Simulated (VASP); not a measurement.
# Sb (Im-3m) in VASP: settings compared

Aim: see how the results for Sb move with the level of theory and the settings. Levels: PBE, LDA. Tasks: single point, relaxation of cell and atoms.

Program: VASP 6.6.1. These are calculated values, not measurements. Logs are shortened: lines on timing, memory, paths and dates and some standing lists are left out, and cuts for length are marked.

### Step 1. The structure

Symmetry: Im-3m, No. 229, cubic system. Conventional cell: a = 3.743 Å, b = 3.743 Å, c = 3.743 Å, α = 90.00°, β = 90.00°, γ = 90.00°. Around Sb (site symmetry m-3m) lie 8 Sb at 3.24 Å.

This isn't the form of Sb at room conditions, which is rhombohedral.

### Step 2. Single point, PBE

File INCAR:

```
PREC = Accurate ; ENCUT = 450
EDIFF = 1E-7 ; ISMEAR = 0
SIGMA = 0.02 ; LREAL = False
LASPH = True ; NELM = 60
ALGO = Normal ; ISIF = 2
LWAVE = False ; LCHARG = False
GGA = PE ; NBANDS = 14
```

File KPOINTS:

```
Automatic mesh
0
Gamma
  4 4 4
```

File POSCAR:

```
Sb
1.0
   -1.8713408863      1.8713408863      1.8713408863
    1.8713408863     -1.8713408863      1.8713408863
    1.8713408863      1.8713408863     -1.8713408863
Sb
1
Direct
    0.0000000000      0.0000000000      0.0000000000
```

Potentials or basis: VASP PAW PBE potentials, release 64 (Sb_d_GW).

Launch:

```
$ cat potpaw_PBE.64/Sb_d_GW/POTCAR > POTCAR
$ mpirun -np 1 vasp_std > vasp.out
```

OUTCAR:

```text
PREC = Accurate
   ENCUT = 450
   EDIFF = 1E-7
   ISMEAR = 0
   LREAL = False
   LASPH = True
   NELM = 60
   ISIF = 2
   GGA = PE

 ion  position               nearest neighbor table
   1  0.000  0.000  0.000-

  LATTYP: Found a body centered cubic cell.
 ALAT       =     3.7426817726

  Lattice vectors:

 A1 = (  -1.8713408863,   1.8713408863,   1.8713408863)
 A2 = (   1.8713408863,  -1.8713408863,   1.8713408863)
 A3 = (   1.8713408863,   1.8713408863,  -1.8713408863)

Analysis of symmetry for initial positions (statically):
=====================================================================
 Subroutine PRICEL returns:
 Original cell was already a primitive cell.

 Routine SETGRP: Setting up the symmetry group for a
 body centered cubic supercell.

 Subroutine GETGRP returns: Found 48 space group operations
 (whereof 48 operations were pure point group operations)
 out of a pool of 48 trial point group operations.

The static configuration has the point symmetry O_h .

Analysis of symmetry for dynamics (positions and initial velocities):
=====================================================================
 Subroutine PRICEL returns:
 Original cell was already a primitive cell.

 Routine SETGRP: Setting up the symmetry group for a
 body centered cubic supercell.

 Subroutine GETGRP returns: Found 48 space group operations
 (whereof 48 operations were pure point group operations)
 out of a pool of 48 trial point group operations.

The dynamic configuration has the point symmetry O_h .

 Subroutine INISYM returns: Found 48 space group operations
 (whereof 48 operations are pure point group operations),
 and found     1 'primitive' translations

----------------------------------------------------------------------------------------

                                     Primitive cell

  volume of cell :      26.2131

  direct lattice vectors                    reciprocal lattice vectors
    -1.871340886  1.871340886  1.871340886     0.000000000  0.267188092  0.267188092
     1.871340886 -1.871340886  1.871340886     0.267188092  0.000000000  0.267188092
     1.871340886  1.871340886 -1.871340886     0.267188092  0.267188092  0.000000000

  length of vectors
     3.241257493  3.241257493  3.241257493     0.377861023  0.377861023  0.377861023

  position of ions in fractional coordinates (direct lattice)
     0.000000000  0.000000000  0.000000000

  ion indices of the primitive-cell ions
   primitive index   ion index
                 1           1

----------------------------------------------------------------------------------------

 KPOINTS: Automatic mesh

Automatic generation of k-mesh.
 Grid dimensions read from file:
 generate k-points for:    4    4    4

 Generating k-lattice:

  Cartesian coordinates                     Fractional coordinates (reciprocal lattice)
     0.000000000  0.066797023  0.066797023     0.250000000  0.000000000  0.000000000
     0.066797023  0.000000000  0.066797023     0.000000000  0.250000000  0.000000000
     0.066797023  0.066797023  0.000000000     0.000000000  0.000000000  0.250000000

  Length of vectors
     0.094465256  0.094465256  0.094465256

  Shift w.r.t. Gamma in fractional coordinates (k-lattice)
     0.000000000  0.000000000  0.000000000

 Subroutine IBZKPT returns following result:
 ===========================================

 Found      8 irreducible k-points:

 Following reciprocal coordinates:
            Coordinates               Weight
  0.000000  0.000000  0.000000      1.000000
  0.250000  0.000000  0.000000     12.000000
  0.500000  0.000000  0.000000      6.000000
  0.250000  0.250000  0.000000     24.000000
  0.250000  0.250000  0.250000      2.000000
 -0.250000  0.250000  0.250000      6.000000
  0.500000  0.500000  0.250000     12.000000
  0.500000  0.500000  0.500000      1.000000
   k-points           NKPTS =      8   k-points in BZ     NKDIM =      8   number of bands    NBANDS=     14
   number of dos      NEDOS =    301   number of ions     NIONS =      1
   total plane-waves  NPLWV =  13824
   dimension x,y,z NGX =    24 NGY =   24 NGZ =   24
   dimension x,y,z NGXF=    48 NGYF=   48 NGZF=   48
   ions per type =               1
   NGX,Y,Z   is equivalent  to a cutoff of  12.31, 12.31, 12.31 a.u.
   NGXF,Y,Z  is equivalent  to a cutoff of  24.62, 24.62, 24.62 a.u.
 SYSTEM =  unknown system
   PREC   = accura    normal or accurate (medium, high low for compatibility)
   ISTART =      0    job   : 0-new  1-cont  2-samecut
   ICHARG =      2    charge: 1-file 2-atom 10-const
   ISPIN  =      1    spin polarized calculation?
   LNONCOLLINEAR =      F non collinear calculations
   LSORBIT =      F    spin-orbit coupling
   LASPH  =      T    aspherical Exc in radial PAW
   ENCUT  =  450.0 eV  33.07 Ry    5.75 a.u.   5.61  5.61  5.61*2*pi/ulx,y,z
   NELM   =     60;   NELMIN=  2; NELMDL= -5     # of ELM steps
   EDIFF  = 0.1E-06   stopping-criterion for ELM
   LREAL  =      F    real-space projection
   EDIFFG = 0.1E-05   stopping-criterion for IOM
   NSW    =      0    number of steps for IOM
   IBRION =     -1    ionic relax: 0-MD 1-quasi-New 2-CG
   NFREE  =      0    steps in history (QN), initial steepest desc. (CG)
   ISIF   =      2    stress and relaxation
   ISYM   =      2    0-nonsym 1-usesym 2-fastsym
   POTIM  = 0.5000    time-step for ionic-motion
   TEBEG  =    0.0;   TEEND  =   0.0 temperature during run
   PSTRESS=    0.0 pullay stress
   NELECT =      15.0000    total number of electrons
   NUPDOWN=      -1.0000    fix difference up-down
   EMIN   =  10.00;   EMAX   =-10.00  energy-range for DOS
   EFERMI =   0.00;   METHOD = LEGACY
   ISMEAR =     0;   SIGMA  =   0.02  broadening in eV -4-tet -1-fermi 0-gaus
   EFERMI_NEDOS =   21; number of points for ismear=-14 and -15
   IALGO  =     38    algorithm
   IMIX   =      4    mixing-type and parameters
     AMIX     =   0.40;   BMIX     =  1.00
     AMIX_MAG =   1.60;   BMIX_MAG =  1.00
  volume/ion in A,a.u.               =      26.21       176.89
  Fermi-wavevector in a.u.,A,eV,Ry     =   1.359145  2.568411 25.133691  1.847274
  Thomas-Fermi vector in A             =   2.485918
   LORBIT       =      0    0 simple, 1 ext, 2 COOP (PROOUT), +10 PAW based schemes
   GGA     = PE    functional components
   LHFCALC =     F    Hartree Fock is set to
   AEXX    =    0.0000 exact exchange contribution
   IVDW    =     0    specifies the selected vdW correction
   LEPSILON=     F    determine dielectric tensor
   LRPA    =     F    only Hartree local field effects (RPA)
 non-spin polarized calculation
 Gauss-broadening in eV      SIGMA  =   0.02
  energy-cutoff  :      450.00
  volume of cell :       26.21
 maximum number of plane-waves:       586
 NGX is ok and might be reduce to    24
   NGX = 11   NGY = 11   NGZ = 11

 number of electron      14.9999987 magnetization

 Free energy of the ion-electron system (eV)
  ---------------------------------------------------
  ext. energy  EPLUGINS =         0.00000000
  ---------------------------------------------------
  free energy    TOTEN  =        -3.82579869 eV

  energy without entropy =       -3.82411342  energy(sigma->0) =       -3.82495605

 E-fermi :   6.2522     XC(G=0): -10.7748

 val. band max:        6.2426390468   @ k =   0.2500   0.0000   0.0000
 cond. band min:       6.6205084245   @ k =  -0.2500   0.2500   0.2500
 fundamental gap:      0.3778693777
 Fermi energy:         6.2521777723

 k-point     1 :       0.0000    0.0000    0.0000
  band No.  band energies     occupation
      1     -22.7474      2.00000
      2     -22.7474      2.00000
      3     -22.7474      2.00000
      4     -22.6734      2.00000
      5     -22.6734      2.00000
      6      -6.4751      2.00000
      7      12.2662      0.00000
      8      12.2662      0.00000
      9      12.2662      0.00000
     10      17.9885      0.00000
     11      17.9885      0.00000
     12      17.9890      0.00000
     13      18.3193      0.00000
     14      18.3193      0.00000

 k-point     2 :       0.2500    0.0000    0.0000
  band No.  band energies     occupation
      1     -22.7587      2.00000
      2     -22.7295      2.00000
      3     -22.6841      2.00000
      4     -22.6830      2.00000
      5     -22.6761      2.00000
      6      -5.1450      2.00000
      7       6.2426      1.50000
      8       9.7856      0.00000
      9      11.2853      0.00000
     10      14.3680      0.00000
     11      14.8344      0.00000
     12      18.0982      0.00000
     13      19.7510      0.00000
     14      22.4692      0.00000

 k-point     3 :       0.5000    0.0000    0.0000
  band No.  band energies     occupation
      1     -22.7699      2.00000
      2     -22.7296      2.00000
      3     -22.6789      2.00000
      4     -22.6757      2.00000
      5     -22.6199      2.00000
      6      -2.2710      2.00000
      7       0.8320      2.00000
      8       8.3240      0.00000
      9      10.4099      0.00000
     10      13.2142      0.00000
     11      13.7461      0.00000
     12      20.3976      0.00000
     13      21.8422      0.00000
     14      23.9794      0.00000

 k-point     4 :       0.2500    0.2500    0.0000
  band No.  band energies     occupation
      1     -22.7512      2.00000
      2     -22.7140      2.00000
      3     -22.6850      2.00000
      4     -22.6810      2.00000
      5     -22.6433      2.00000
      6      -2.7077      2.00000
      7       3.0464      2.00000
      8       4.9914      2.00000
      9       9.3522      0.00000
     10      15.3642      0.00000
     11      16.5833      0.00000
     12      20.6400      0.00000
     13      20.7240      0.00000
     14      21.9400      0.00000

 k-point     5 :       0.2500    0.2500    0.2500
  band No.  band energies     occupation
      1     -22.7028      2.00000
      2     -22.7028      2.00000
      3     -22.7028      2.00000
      4     -22.6785      2.00000
      5     -22.6785      2.00000
      6      -1.2332      2.00000
      7       3.7284      2.00000
      8       3.7284      2.00000
      9       3.7284      2.00000
     10      22.7187      0.00000
     11      22.7187      0.00000
     12      22.7187      0.00000
     13      24.5861      0.00000
     14      24.5861      0.00000

 k-point     6 :      -0.2500    0.2500    0.2500
  band No.  band energies     occupation
      1     -22.7124      2.00000
      2     -22.6961      2.00000
      3     -22.6961      2.00000
      4     -22.6909      2.00000
      5     -22.6891      2.00000
      6      -3.8390      2.00000
      7       6.6205      0.00000
      8       7.3204      0.00000
      9       7.3204      0.00000
     10      11.8843      0.00000
     11      19.2448      0.00000
     12      19.2448      0.00000
     13      19.5651      0.00000
     14      19.8020      0.00000

 k-point     7 :       0.5000    0.5000    0.2500
  band No.  band energies     occupation
      1     -22.7299      2.00000
      2     -22.7161      2.00000
      3     -22.7012      2.00000
      4     -22.6645      2.00000
      5     -22.6256      2.00000
      6      -1.1090      2.00000
      7       2.1558      2.00000
      8       5.9189      2.00000
      9       7.2959      0.00000
     10      12.7666      0.00000
     11      14.3259      0.00000
     12      18.3684      0.00000
     13      19.1997      0.00000
     14      26.0575      0.00000

 k-point     8 :       0.5000    0.5000    0.5000
  band No.  band energies     occupation
      1     -22.7527      2.00000
      2     -22.7527      2.00000
      3     -22.6314      2.00000
      4     -22.6314      2.00000
      5     -22.6314      2.00000
      6       1.0977      2.00000
      7       4.5260      2.00000
      8       4.5260      2.00000
      9       4.5260      2.00000
     10       9.5388      0.00000
     11       9.5388      0.00000
     12      23.8705      0.00000
     13      26.1780      0.00000
     14      26.1781      0.00000

------------------------ aborting loop because EDIFF is reached ----------------------------------------

  FORCE on cell =-STRESS in cart. coord.  units (eV):
  Direction    XX          YY          ZZ          XY          YZ          ZX
  --------------------------------------------------------------------------------------
  -------------------------------------------------------------------------------------
  Total       -0.0050772     -0.0050772     -0.0050772      0.0000000     -0.0000000      0.0000000
  in kB       -0.3103260     -0.3103260     -0.3103260      0.0000000     -0.0000000      0.0000000
  external PRESSURE =      -0.3103260 kB  Pullay stress =       0.0000000 kB

 VOLUME and BASIS-vectors are now :
 -----------------------------------------------------------------------------
  energy-cutoff  :      450.00
  volume of cell :       26.21
      direct lattice vectors                 reciprocal lattice vectors
    -1.871340886  1.871340886  1.871340886     0.000000000  0.267188092  0.267188092
     1.871340886 -1.871340886  1.871340886     0.267188092  0.000000000  0.267188092
     1.871340886  1.871340886 -1.871340886     0.267188092  0.267188092  0.000000000

 POSITION                                       TOTAL-FORCE (eV/Angst)
 -----------------------------------------------------------------------------------
      0.00000      0.00000      0.00000         0.000000      0.000000      0.000000
 -----------------------------------------------------------------------------------
    total drift:                               -0.000000      0.000000      0.000000

  FREE ENERGIE OF THE ION-ELECTRON SYSTEM (eV)
  ---------------------------------------------------
  free  energy   TOTEN  =        -3.8257986862 eV

  energy  without entropy=       -3.8241134215  energy(sigma->0) =       -3.82495605
```

It took 2.8 s on 1 thread of AMD EPYC 9R45 (Zen 5), shared host; peak memory 0.11 GiB.

What came out:

* Free energy: -3.8258 eV
* Pressure: 0.0 GPa
* Band gap on the k mesh: none (metal or under the smearing width)

Caveat: the k mesh is coarse (spacing up to 0.59 Å⁻¹), so the values aren't converged. Spin-orbit coupling is left out, which matters for the levels of Sb.

### Step 3. Single point, PBE

File INCAR:

```
ALGO = Normal
EDIFF = 1E-7
ENCUT = 350
GGA = PE
ISIF = 2
ISMEAR = 0
LASPH = True
LCHARG = False
LREAL = False
LWAVE = False
NBANDS = 14
NELM = 60
PREC = Accurate
SIGMA = 0.02
```

File KPOINTS:

```
k-points
0
Gamma
  4 4 4
```

POSCAR is that of step 2.

Potentials or basis: VASP PAW PBE potentials, release 64 (Sb_d_GW).

Launch:

```
$ cat potpaw_PBE.64/Sb_d_GW/POTCAR > POTCAR
$ mpirun -np 1 vasp_std > vasp.out
```

Run time: 4.8 s. Hardware: 1 thread of Intel Xeon Platinum 8259CL at 2.50GHz (Skylake/Cascade Lake), shared host; peak memory 0.12 GiB.

The run converged. Its results:

```
Free energy            : -3.8176 eV
Pressure               : -1.0 GPa
Band gap on the k mesh : none (metal or under the smearing width)
```

Levels at points of the mesh, in eV from the Fermi level:
| k point | band 3 | band 4 | band 5 | band 6 | band 7 | band 8 | band 9 | band 10 | band 11 | band 12 |
| --- | --- | --- | --- | --- | --- | --- | --- | --- | --- | --- |
| (0.00, 0.00, 0.00) | -28.98 | -28.90 | -28.90 | -12.73 | 6.01 | 6.01 | 6.01 | 11.74 | 11.74 | 11.74 |
| (0.50, 0.00, 0.00) | -28.91 | -28.91 | -28.85 | -8.52 | -5.42 | 2.07 | 4.16 | 6.97 | 7.50 | 14.15 |
| (0.50, 0.50, 0.50) | -28.86 | -28.86 | -28.86 | -5.16 | -1.73 | -1.73 | -1.73 | 3.29 | 3.29 | 17.62 |

Caveat: the k mesh is coarse (spacing up to 0.59 Å⁻¹), so the values aren't converged. The run has no spin-orbit coupling, so splittings on Sb are missing.

### Step 4. Relaxation of cell and atoms, LDA

File INCAR:

```
SYSTEM = Sb
PREC = Accurate
ENCUT = 600
EDIFF = 1E-6
ISMEAR = -1
SIGMA = 0.05
LREAL = .False.
LASPH = .True.
NELM = 100
ALGO = Fast
ISIF = 3
LWAVE = .False.
LCHARG = .False.
IBRION = 2
NSW = 60
EDIFFG = -0.01
```

File KPOINTS:

```
regular mesh
0
Gamma
  8 8 8
  0 0 0
```

POSCAR is that of step 3.

Potentials or basis: VASP PAW LDA potentials, release 64 (Sb).

Launch:

```
$ cat potpaw_LDA.64/Sb/POTCAR > POTCAR
$ mpirun -np 1 vasp_std > vasp.out
```

It took 15 s on 1 thread of AMD EPYC 7R43 (Zen 3), shared host; peak memory 0.11 GiB.

It converged, with:

```
Free energy                            : -4.6090 eV
Relaxed volume                         : 25.40 Å³/atom
Relaxed cell                           : a = 3.207 Å, b = 3.207 Å, c = 3.207 Å, α = 109.47°, β = 109.47°, γ = 109.47°
Space group after relaxing (to 0.05 Å) : Im-3m (No. 229)
Energy gained by relaxing              : 5.6 meV/atom
Ionic steps                            : 3
Pressure after relaxing                : 0.0 GPa
Band gap on the k mesh                 : none (metal or under the smearing width)
```

The path:
```csv
step,energy change (eV),largest force (eV/Å),pressure (GPa),volume (Å³)
1,0.0000,0.0000,-2.13,26.21
2,-0.0034,0.0000,1.48,24.91
3,-0.0056,0.0000,-0.01,25.40
```

Final structure:
```cif
data_structure
_symmetry_space_group_name_H-M 'P 1'
_symmetry_Int_Tables_number 1
_cell_length_a 3.2074
_cell_length_b 3.2074
_cell_length_c 3.2074
_cell_angle_alpha 109.471
_cell_angle_beta 109.471
_cell_angle_gamma 109.471
_cell_volume 25.40
loop_
_atom_site_label
_atom_site_type_symbol
_atom_site_fract_x
_atom_site_fract_y
_atom_site_fract_z
_atom_site_occupancy
Sb1 Sb 0.00000 0.00000 0.00000 1
```

Levels at points of the mesh, in eV from the Fermi level:
```tsv
k point	band 1	band 2	band 3	band 4	band 5	band 6
(0.00, 0.00, 0.00)	-13.25	5.93	5.93	5.93	10.58	10.58
(0.50, 0.00, 0.00)	-8.89	-5.85	1.85	3.96	6.69	7.04
(0.50, 0.50, 0.50)	-5.35	-2.05	-2.05	-2.05	2.99	2.99
```

The run has no spin-orbit coupling, so splittings on Sb are missing.

### Step 5. The reference run

An earlier run on the cell as given: functional PBE; potentials or basis VASP PAW PBE potentials, release 64 (Sb); cutoff 520 eV; k mesh 10 × 10 × 10; occupations fermi-dirac, width 0.05 eV; no spin polarisation.

* Pressure: 3.0 GPa
* Band gap on the k mesh: none (metal or under the smearing width)

### Step 6. Overview

```csv
task,level,potentials or basis,cell,k mesh,cutoff (eV),smearing,ladder,mesh quality,gap on the mesh (eV),pressure (GPa)
single point,PBE,"VASP PAW PBE potentials, release 64 (Sb_d_GW)",as given,4 × 4 × 4,450,gaussian 0.02 eV,-,coarse,none,0.0
single point,PBE,"VASP PAW PBE potentials, release 64 (Sb_d_GW)",as given,4 × 4 × 4,350,gaussian 0.02 eV,-,coarse,none,-1.0
relaxation of cell and atoms,LDA,"VASP PAW LDA potentials, release 64 (Sb)",relaxed,8 × 8 × 8,600,fermi-dirac 0.05 eV,gaps,not flagged,none,0.0
single point,PBE,"VASP PAW PBE potentials, release 64 (Sb)",as given,10 × 10 × 10,520,fermi-dirac 0.05 eV,-,not flagged,none,3.0
```

Alike in all rows: no spin polarisation.

Caveats: some runs use coarse meshes.

Total energies depend on the potentials used, so only differences within one code and one set of settings carry meaning.
